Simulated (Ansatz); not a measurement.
The system is FePt (Tetraferroplatinum).

```
Pt Fe
1.0
     2.72350    0.00000    0.00000
     0.00000    2.72350    0.00000
     0.00000    0.00000    3.72000
Pt Fe
1 1
Direct
  0.50000 0.50000 0.50000
  0.00000 0.00000 0.00000
```

| Quantity | Value |
| --- | --- |
| Program | Ansatz 0.2.0 |
| Task | relaxation of cell and atoms |
| Functional | PBEsol |
| Potentials or basis | all-electron LAPW, scalar-relativistic |
| Basis error allowed | 0.001 eV/atom |
| k mesh | 10 × 10 × 7 |
| Occupations | fermi-dirac, width 0.05 eV |
| Spin | collinear spin, ferromagnetic start |
| Starting moments | [0.0, 3.0] μB |

At the start: volume 13.80 Å³/atom.

**Question.** Where does the relaxation end?

**Answer.** Over 5 steps the energy falls by 7.4 meV/atom and the volume is 13.42 Å³/atom (-2.7 %); space group P4/mmm (No. 123, to 0.05 Å); moment 3.23 μB per cell.

The path:
| step | energy change (eV) | largest force (eV/Å) | volume (Å³) |
| --- | --- | --- | --- |
| 1 | 0.0000 | 0.0000 | 27.59 |
| 2 | -0.0107 | 0.0000 | 26.47 |
| 3 | -0.0147 | 0.0000 | 26.87 |
| 4 | -0.0147 | 0.0000 | 26.85 |
| 5 | -0.0147 | 0.0000 | 26.85 |

Final structure:
```
CELL_PARAMETERS angstrom
2.69417 0.00000 0.00000
0.00000 2.69417 0.00000
0.00000 0.00000 3.69839
ATOMIC_POSITIONS crystal
Pt 0.50000 0.50000 0.50000
Fe 0.00000 0.00000 0.00000
```
